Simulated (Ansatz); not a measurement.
**GaN (h-MgO type): the band gap by level of theory**

All numbers come from the plane-wave code Ansatz. No magnetic order and no zero-point or thermal motion; the cell was built from a prototype and may be hypothetical.

Structure: GaN in the h-MgO structure, at its r2SCAN minimum. It is hexagonal, P6_3/mmc (No. 194); conventional cell a = 3.300 Å, c = 4.756 Å, 11.21 Å³ an atom. Ga has 3 N at 1.91 Å; N has 3 Ga at 1.91 Å.

Relaxed lattice by functional, symmetry kept:
```json
{"functional": "PBE", "k mesh": "12×12×6", "a (Å)": "3.325", "c (Å)": "4.881", "volume (Å³/atom)": "11.68"}
{"functional": "r2SCAN", "k mesh": "12×12×6", "a (Å)": "3.300", "c (Å)": "4.756", "volume (Å³/atom)": "11.21"}
{"functional": "PBEsol", "k mesh": "12×12×6", "a (Å)": "3.307", "c (Å)": "4.723", "volume (Å³/atom)": "11.18"}
{"functional": "LDA", "k mesh": "12×12×6", "a (Å)": "3.276", "c (Å)": "4.680", "volume (Å³/atom)": "10.87"}
{"functional": "HSE06", "k mesh": "6×6×4", "a (Å)": "3.300", "c (Å)": "4.745", "volume (Å³/atom)": "11.19"}
```

Gaps on the r2SCAN cell, each the least over its mesh and the special points:

| level | k mesh | gap (eV) | kind | edges | least direct gap (eV) | rough cost |
| --- | --- | --- | --- | --- | --- | --- |
| LDA | 12×12×6 | 1.45 | direct | Γ | 1.45 | 8 core-seconds |
| PBE | 12×12×6 | 1.46 | direct | Γ | 1.46 | 11 core-seconds |
| PBE+SOC | 12×12×6 | 1.46 | direct | Γ | 1.46 | 70 core-seconds |
| r2SCAN | 12×12×6 | 1.87 | direct | Γ | 1.87 | 22 core-seconds |
| r2SCANh | 6×6×4 | 2.56 | direct | Γ | 2.56 | 4 core-minutes |
| HSE06 | 6×6×4 | 2.67 | direct | Γ | 2.67 | 4 core-minutes |
| HSE06+SOC | 6×6×4 | 2.67 | direct | Γ | 2.67 | 18 core-minutes |
| DDH-PBE0 | 6×6×4 | 2.61 | direct | Γ | 2.61 | 11 core-minutes |
| PBE0 | 6×6×4 | 3.35 | direct | Γ | 3.35 | 3 core-minutes |
| Hartree-Fock | 6×6×4 | 10.17 | direct | Γ | 10.17 | 4 core-minutes |
| G0W0@PBE (133 empty bands, 120 eV, 6×6×4) | 6×6×4 | 2.34 | – | Γ (mesh) | – | 5 core-minutes |
| G0W0@PBE (332 empty bands, 220 eV, 6×6×4) | 6×6×4 | 2.35 | – | Γ (mesh) | – | 30 core-minutes |

PBE: smearing of 0.02 eV; the others have fixed occupations.
Wave cutoffs: 420 eV, 500 eV (r2SCAN, r2SCANh).
The G0W0 gap is PBE's gap over the path plus the quasiparticle shift read on the mesh. The G0W0 figures hold for the stated bands, cutoff and mesh and aren't extrapolated.
Costs come from shared machines and give only the order; PBE's includes the band path. The runs had 2 threads of Arm Neoverse N1 (shared host).

The HSE06 gap is direct at Γ: 2.67 eV. Spin-orbit coupling changes the PBE gap by 0.00 eV, to 1.46 eV. Spin-orbit coupling changes the HSE06 gap by 0.00 eV, to 2.67 eV.

r2SCAN covers 34 % of the step from PBE to HSE06, while HSE06 needs about 10 times r2SCAN's cost (on a coarser mesh). Spin-orbit coupling moves the least or the direct gap by up to 0.01 eV, so it can be left out where a tenth of an eV counts. All these functionals give a gap of the same kind, direct.

Only the levels marked +SOC include spin-orbit coupling.

The meshes of the hybrids are coarse, so their gaps aren't converged to the digits shown.

With a shallow d shell on the cation, G0W0 converges slowly in bands and cutoff, so these values are in doubt.
